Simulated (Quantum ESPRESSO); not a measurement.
# HfO2 (Fm-3m) in Quantum ESPRESSO: further runs, part 2 of 2

Quantum ESPRESSO 7.5. The steps go on from the part before.

**3. Dielectric tensor, AM05**

pw.in

```
&CONTROL
  calculation = 'scf'
  prefix = 'pwscf'
  outdir = './tmp'
  pseudo_dir = './pseudo'
  tprnfor = .true.
  tstress = .true.
  disk_io = 'low'
/
&SYSTEM
  ibrav = 0
  nat = 3
  ntyp = 2
  ecutwfc = 84
  nbnd = 19
  input_dft = 'XC-000I-000I-120L-135L-000I-000I'
  occupations = 'smearing'
  smearing = 'fd'
  degauss = 0.00367493
/
&ELECTRONS
  conv_thr = 6d-10
  electron_maxstep = 120
  mixing_beta = 0.5
/
ATOMIC_SPECIES
Hf   178.4900 Hf.upf
O     15.9990 O.upf
CELL_PARAMETERS angstrom
   0.0000000000    2.5575000000    2.5575000000
   2.5575000000    0.0000000000    2.5575000000
   2.5575000000    2.5575000000    0.0000000000
ATOMIC_POSITIONS crystal
Hf     0.0000000000    0.0000000000    0.0000000000
O      0.7500000000    0.7500000000    0.7500000000
O      0.2500000000    0.2500000000    0.2500000000
K_POINTS automatic
6 6 6 1 1 1
```

scf2.in

```
&CONTROL
  calculation = 'scf'
  prefix = 'pwscf'
  outdir = './tmp'
  pseudo_dir = './pseudo'
  tprnfor = .true.
  tstress = .true.
  disk_io = 'low'
/
&SYSTEM
  ibrav = 0
  nat = 3
  ntyp = 2
  ecutwfc = 84
  nbnd = 19
  input_dft = 'XC-000I-000I-120L-135L-000I-000I'
  occupations = 'fixed'
/
&ELECTRONS
  conv_thr = 1d-13
  electron_maxstep = 120
  mixing_beta = 0.5
  startingpot = 'file'
  startingwfc = 'file'
/
ATOMIC_SPECIES
Hf   178.4900 Hf.upf
O     15.9990 O.upf
CELL_PARAMETERS angstrom
   0.0000000000    2.5575000000    2.5575000000
   2.5575000000    0.0000000000    2.5575000000
   2.5575000000    2.5575000000    0.0000000000
ATOMIC_POSITIONS crystal
Hf     0.0000000000    0.0000000000    0.0000000000
O      0.7500000000    0.7500000000    0.7500000000
O      0.2500000000    0.2500000000    0.2500000000
K_POINTS automatic
6 6 6 1 1 1
```

ph.in

```
dielectric of HfO2
&INPUTPH
  prefix = 'pwscf'
  outdir = './tmp'
  tr2_ph = 1d-18
  fildyn = 'dyn'
  niter_ph = 90
  alpha_mix(1) = 0.7
  epsil = .true.
  trans = .false.
  zeu = .true.
/
0.0000000000 0.0000000000 0.0000000000
```

Potentials or basis: PseudoDojo 0.4.1 SR PBE standard.

Started as:

```console
$ OMP_NUM_THREADS=1 pw.x -in pw.in > pw.out
$ OMP_NUM_THREADS=1 pw.x -in scf2.in > scf2.out
$ OMP_NUM_THREADS=1 ph.x -in ph.in > ph.out
```

pw.out:

```text
This program is part of the open-source Quantum ESPRESSO suite
     for quantum simulation of materials; please cite
         "P. Giannozzi et al., J. Phys.:Condens. Matter 21 395502 (2009);
         "P. Giannozzi et al., J. Phys.:Condens. Matter 29 465901 (2017);
         "P. Giannozzi et al., J. Chem. Phys. 152 154105 (2020);
     in publications or presentations arising from this work. More details at

     IMPORTANT: XC functional enforced from input :
     Exchange-correlation= XC-000I-000I-120L-135L-000I-000I
                           (   0   0 120 135   0   0   0)
     Any further DFT definition will be discarded
     Please, verify this is what you really want

     Message from routine setup:
     using ibrav=0 with symmetry is DISCOURAGED, use correct ibrav instead

     G-vector sticks info
     --------------------
     sticks:   dense  smooth     PW     G-vecs:    dense   smooth      PW
     Sum        1069    1069    313                23505    23505    3839

     Using Slab Decomposition

     bravais-lattice index     =            0
     lattice parameter (alat)  =       6.8349  a.u.
     unit-cell volume          =     225.7738 (a.u.)^3
     number of atoms/cell      =            3
     number of atomic types    =            2
     number of electrons       =        24.00
     number of Kohn-Sham states=           19
     kinetic-energy cutoff     =      84.0000  Ry
     charge density cutoff     =     336.0000  Ry
     scf convergence threshold =      6.0E-10
     mixing beta               =       0.5000
     number of iterations used =            8  plain     mixing
     Exchange-correlation= XC-000I-000I-120L-135L-000I-000I
                           (   0   0 120 135   0   0   0)

     celldm(1)=   6.834858  celldm(2)=   0.000000  celldm(3)=   0.000000
     celldm(4)=   0.000000  celldm(5)=   0.000000  celldm(6)=   0.000000

[... 8 lines left out ...]
               b(3) = (  0.707107  0.707107 -0.707107 )

     PseudoPot. # 1 for Hf read from file:
     Hf.upf
     Pseudo is Norm-conserving + core correction, Zval = 12.0
     Generated using ONCVPSP code by D. R. Hamann
     Using radial grid of 1656 points,  8 beta functions with:
                l(1) =   0
                l(2) =   0
                l(3) =   1
                l(4) =   1
                l(5) =   2
                l(6) =   2
                l(7) =   3
                l(8) =   3

     PseudoPot. # 2 for O  read from file:
     O.upf
     Pseudo is Norm-conserving + core correction, Zval =  6.0
     Generated using ONCVPSP code by D. R. Hamann
     Using radial grid of  936 points,  5 beta functions with:
                l(1) =   0
                l(2) =   0
                l(3) =   1
                l(4) =   1
                l(5) =   2

     atomic species   valence    mass     pseudopotential
     Hf               12.00   178.49000     Hf( 1.00)
     O                 6.00    15.99900     O ( 1.00)

     48 Sym. Ops., with inversion, found

   Cartesian axes

     site n.     atom                  positions (alat units)
         1        Hf     tau(   1) = (   0.0000000   0.0000000   0.0000000  )
         2        O      tau(   2) = (   1.0606602   1.0606602   1.0606602  )
         3        O      tau(   3) = (   0.3535534   0.3535534   0.3535534  )

     number of k points=    28  Fermi-Dirac smearing, width (Ry)=  0.0037
                       cart. coord. in units 2pi/alat
        k(    1) = (   0.0589256   0.0589256   0.0589256), wk =   0.0185185
        k(    2) = (   0.1767767   0.1767767  -0.0589256), wk =   0.0555556
        k(    3) = (   0.2946278   0.2946278  -0.1767767), wk =   0.0555556
        k(    4) = (  -0.2946278  -0.2946278   0.4124790), wk =   0.0555556
        k(    5) = (  -0.1767767  -0.1767767   0.2946278), wk =   0.0555556
        k(    6) = (  -0.0589256  -0.0589256   0.1767767), wk =   0.0555556
[... 20 lines left out ...]
        k(   27) = (   0.2946278   0.2946278   0.2946278), wk =   0.0185185
        k(   28) = (  -0.2946278  -0.2946278   0.8838835), wk =   0.0555556

     Dense  grid:    23505 G-vectors     FFT dimensions: (  40,  40,  40)

     WARNING: libxc functional with ID  120 depends
      on external parameters: check the user_guide of
      QE if you need to modify them or to check their
      default values.

     WARNING: libxc functional with ID  135 depends
      on external parameters: check the user_guide of
      QE if you need to modify them or to check their
      default values.

     Initial potential from superposition of free atoms

     starting charge      23.9981, renormalised to      24.0000
     Starting wfcs are   18 randomized atomic wfcs +    1 random wfcs

     Self-consistent Calculation

     iteration #  1     ecut=    84.00 Ry     beta= 0.50
     Davidson diagonalization with overlap
     ethr =  1.00E-02,  avg # of iterations =  4.8

     total energy              =    -178.40674676 Ry
     estimated scf accuracy    <       0.93866625 Ry
[... 64 lines left out ...]
     iteration # 11     ecut=    84.00 Ry     beta= 0.50
     Davidson diagonalization with overlap
     ethr =  6.94E-12,  avg # of iterations =  2.6

     End of self-consistent calculation

          k = 0.0589 0.0589 0.0589 (  2912 PWs)   bands (ev):

   -49.1331 -17.7229 -17.6976 -17.6976  -6.5417  -3.7434   6.7079   6.7079
     6.8268  11.0642  11.1511  11.1511  15.8019  15.8019  17.7473  21.6692
    21.8819  21.8819  25.4853

          k = 0.1768 0.1768-0.0589 (  2910 PWs)   bands (ev):

   -49.1293 -17.8405 -17.7281 -17.7072  -6.1174  -4.0710   6.9301   7.0871
     7.7257   9.9831  10.3575  11.1931  16.0916  16.3920  18.7001  20.7889
    21.1726  21.5904  24.7391

          k = 0.2946 0.2946-0.1768 (  2933 PWs)   bands (ev):

   -49.1234 -18.0199 -17.7567 -17.7311  -5.5175  -4.4089   7.3167   7.6542
     8.9226   9.0228   9.8229  10.6530  16.3019  16.6328  18.5858  20.5449
    21.0723  21.5957  23.7998

          k =-0.2946-0.2946 0.4125 (  2932 PWs)   bands (ev):
[... 19 lines left out ...]
   -49.1275 -17.8734 -17.7375 -17.7367  -5.9009  -4.2221   7.1233   7.1283
     8.3182   8.6354  11.1249  11.1735  16.2128  16.3354  19.1998  20.6901
    20.7513  21.1693  24.8189

          k = 0.4125 0.1768-0.0589 (  2941 PWs)   bands (ev):

   -49.1227 -17.9853 -17.7982 -17.7559  -5.3314  -4.5454   7.1940   7.6430
     7.8401   9.6668  10.3786  11.0400  16.3160  16.6413  19.1313  19.8905
    20.5784  21.7868  24.8098

          k =-0.1768-0.4125 0.5303 (  2941 PWs)   bands (ev):
[... 7 lines left out ...]
   -49.1214 -17.9972 -17.8446 -17.7488  -5.2170  -4.5754   7.0892   7.8616
     8.2294   9.5310   9.9348  11.0619  16.2005  16.8887  18.9172  19.6246
    20.6990  22.4047  24.5481

          k = 0.0589-0.1768 0.2946 (  2928 PWs)   bands (ev):

   -49.1262 -17.9152 -17.7591 -17.7251  -5.7649  -4.3018   7.0876   7.3900
     8.5521   8.8170  10.3576  11.1817  16.2176  16.5969  18.9573  20.3717
    21.1272  21.3277  24.5611

          k = 0.5303 0.0589 0.0589 (  2939 PWs)   bands (ev):
[... 7 lines left out ...]
   -49.1179 -18.0638 -17.8603 -17.8019  -4.8690  -4.6518   5.9632   7.8935
     8.6113  10.0424  10.4957  11.6397  16.0266  17.1393  18.4814  19.3460
    19.9358  24.2436  25.6305

          k = 0.0589-0.4125 0.5303 (  2944 PWs)   bands (ev):

   -49.1186 -17.9953 -17.9268 -17.7778  -4.9242  -4.6574   6.6815   7.4897
     8.7688   9.3727  10.6493  11.1896  16.2696  17.0237  18.7364  19.1976
    20.2475  23.5680  24.9385

          k = 0.1768-0.2946 0.4125 (  2941 PWs)   bands (ev):

   -49.1214 -18.0467 -17.7934 -17.7482  -5.3057  -4.4921   7.3023   7.7910
     8.2911   9.7150   9.8754  10.6414  16.3172  16.6532  18.6403  20.1888
    20.7747  21.9718  24.1133

          k =-0.6482 0.0589 0.0589 (  2938 PWs)   bands (ev):

   -49.1179 -18.0993 -17.8197 -17.8040  -4.9068  -4.6175   5.6714   8.3185
     8.4051  10.3420  10.4385  11.7247  15.7034  17.2029  18.4050  19.6912
    19.8555  24.0313  25.8616

          k =-0.5303 0.1768-0.0589 (  2937 PWs)   bands (ev):

   -49.1196 -18.0371 -17.8362 -17.7850  -4.9351  -4.7304   6.4849   7.7083
     8.2321  10.2464  10.7236  10.8549  16.1818  16.8783  18.9989  19.4560
    20.1165  22.7608  25.2898

          k =-0.4125 0.0589 0.0589 (  2920 PWs)   bands (ev):

   -49.1234 -17.9722 -17.7720 -17.7653  -5.3935  -4.5288   7.2224   7.5254
     7.5937   9.5558  10.9902  11.0161  16.2159  16.5739  19.6472  20.2172
    20.2576  21.0487  25.1390

          k = 0.1768 0.1768 0.1768 (  2926 PWs)   bands (ev):
[... 37 lines left out ...]
   -49.1179 -18.0026 -17.9242 -17.8021  -4.8102  -4.7070   6.4979   7.2149
     9.0127   9.5723  10.5602  11.5482  16.4371  16.9633  18.6458  18.9784
    20.0069  24.2393  25.3157

          k =-0.7660 0.1768 0.1768 (  2932 PWs)   bands (ev):

   -49.1181 -18.0340 -17.8977 -17.7852  -4.8946  -4.6484   6.2245   7.9081
     8.4894   9.7679  10.5702  11.4450  16.1205  17.1298  18.5955  19.2324
    20.1090  23.9810  25.1955

          k = 0.2946 0.2946 0.2946 (  2941 PWs)   bands (ev):
[... 7 lines left out ...]
   -49.1204 -18.0549 -17.8187 -17.7520  -5.2228  -4.5083   7.1805   8.0235
     8.1123   9.7089  10.0374  10.6465  16.2799  16.7324  18.6304  20.0108
    20.7149  22.1414  24.2691

     the Fermi energy is    14.4874 ev

!    total energy              =    -178.73106026 Ry
     estimated scf accuracy    <          9.5E-11 Ry
     smearing contrib. (-TS)   =      -0.00000000 Ry
     internal energy E=F+TS    =    -178.73106026 Ry

     The total energy is F=E-TS. E is the sum of the following terms:
     one-electron contribution =     -27.48471405 Ry
     hartree contribution      =      27.84475285 Ry
     xc contribution           =     -44.62437283 Ry
     ewald contribution        =    -134.46672623 Ry

     convergence has been achieved in  11 iterations

     Forces acting on atoms (cartesian axes, Ry/au):

     atom    1 type  1   force =    -0.00000000   -0.00000000    0.00000000
     atom    2 type  2   force =     0.00000000    0.00000000    0.00000000
     atom    3 type  2   force =     0.00000000    0.00000000    0.00000000

     Total force =     0.000000     Total SCF correction =     0.000000

     Computing stress (Cartesian axis) and pressure

          total   stress  (Ry/bohr**3)                   (kbar)     P=     -112.28
  -0.00076328   0.00000000   0.00000000         -112.28        0.00        0.00
   0.00000000  -0.00076328   0.00000000            0.00     -112.28        0.00
   0.00000000   0.00000000  -0.00076328            0.00        0.00     -112.28

=------------------------------------------------------------------------------=
   JOB DONE.
=------------------------------------------------------------------------------=
```

It took 4.5 min on 1 thread of AMD EPYC 7R43 (Zen 3), shared host; peak memory 0.09 GiB.

What came out:

```yaml
Free_energy: -2431.7600 eV
Pressure: -11.2 GPa
Electronic_dielectric_tensor_diagonal: 5.28
Born_charges_mean_of_the_diagonal: Hf +5.52; O -2.76 e
```

Levels at points of the mesh, in eV from the valence-band top:
```csv
k point,band 10,band 11,band 12,band 13,band 14,band 15
"(0.08, 0.08, 0.08)",-0.66,-0.57,-0.57,4.08,4.08,6.02
```

Electronic dielectric tensor:
```
5.28 0.00 0.00
0.00 5.28 0.00
0.00 0.00 5.28
```

Born effective charge tensors (e):
atom 1, Hf
```
5.52 0.00 0.00
0.00 5.52 0.00
0.00 0.00 5.52
```
atom 2, O
```
-2.76  0.00  0.00
 0.00 -2.76  0.00
 0.00  0.00 -2.76
```
atom 3, O
```
-2.76  0.00  0.00
 0.00 -2.76  0.00
 0.00  0.00 -2.76
```

Caveat: the potentials were made for another functional, which shifts forces and pressure; the cell is more than 3 GPa from zero pressure, which shifts response properties. Spin-orbit coupling is left out, which matters for the levels of Hf.
